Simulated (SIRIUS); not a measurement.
# HfC: equation of state with RPBE

The system is HfC.

```xyz
2
Lattice="0.0000 2.3250 2.3250 2.3250 0.0000 2.3250 2.3250 2.3250 0.0000" Properties=species:S:1:pos:R:3 pbc="T T T"
Hf    2.3250    2.3250    2.3250
C     0.0000    0.0000    0.0000
```

```yaml
Program: SIRIUS 7.12.0
Task: equation of state
Functional: RPBE
Potentials_or_basis: all-electron FP-LAPW
Cutoff: 249 eV
Basis: apw+lo standard
k_mesh: 10 × 10 × 10
Occupations: fermi-dirac, width 0.05 eV
Spin: no spin polarisation
Muffin_tin_radii: C 1.59, Hf 2.64 bohr
Basis_cutoff_gk_cutoff: 4.28 1/bohr
Cutoff_of_density_and_potential_pw_cutoff: 22 1/bohr
lmax_of_the_basis: 13
lmax_of_density_and_potential: 8
Valence_relativity: iora
Core_states: C 1s, Hf 1s2s2p3s3p3d4s4p4d
Local_orbitals_radial_functions: C 10, Hf 17
Smallest_sphere_radius_times_basis_cutoff: 6.81
```

```
Equilibrium volume                      : 12.81 Å³/atom
Bulk modulus                            : 223 GPa
Pressure derivative of the bulk modulus : 3.9
```

Energy against volume, from the lowest point:
| volume (Å³/atom) | energy (meV/atom) |
| --- | --- |
| 11.814 | 60.95 |
| 12.065 | 32.81 |
| 12.317 | 13.86 |
| 12.568 | 3.15 |
| 12.819 | 0.00 |
| 13.071 | 3.69 |
| 13.322 | 13.57 |

All runs of the series together: 11 min on 1 thread of Arm Neoverse V2 (shared host).

Spin-orbit coupling is left out, which matters for the levels of Hf. Zero-point motion and thermal expansion aren't in these numbers.
